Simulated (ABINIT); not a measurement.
The system is TiTe2.

```
Te Ti
1.0
     3.77700    0.00000    0.00000
    -1.88850    3.27098    0.00000
     0.00000    0.00000    6.49800
Te Ti
2 1
Direct
  0.33333 0.66667 0.73720
  0.66667 0.33333 0.26280
  0.00000 0.00000 0.00000
```

Base run:

* Program: ABINIT 10.8.3 (patched build)
* Functional: PBEsol
* Potentials or basis: JTH PAW PBE v2.0
* Cutoff: 408 eV
* k mesh: 8 × 8 × 4
* Occupations: fermi-dirac, width 0.05 eV
* Spin: no spin polarisation

Its results: band gap on the k mesh none (metal or under the smearing width); pressure -2.0 GPa; largest force 0.096 eV/Å.

Problem. After a change of settings the same cell gave: band gap on the k mesh none (metal or under the smearing width); pressure 1.1 GPa; largest force 0.012 eV/Å. Which change was it?
A. functional from PBEsol to PW91
B. functional from PBEsol to LDA-PZ; potentials or basis from JTH PAW PBE v2.0 to JTH PAW LDA v2.0
C. k mesh from 8 × 8 × 4 to 5 × 5 × 2
D. functional from PBEsol to BLYP

Solution. A.

PW91 binds less tightly than PBEsol, so the same cell stands under more pressure.

Caveats: the PAW data sets were made with another functional, which shifts forces and pressure a little; spin-orbit coupling is left out, which moves the levels of the heavy elements; this functional lacks dispersion, which binds the layers, so the pressure and a relaxed spacing across them are unreliable.

Runs at the PBE level aren't shown here.
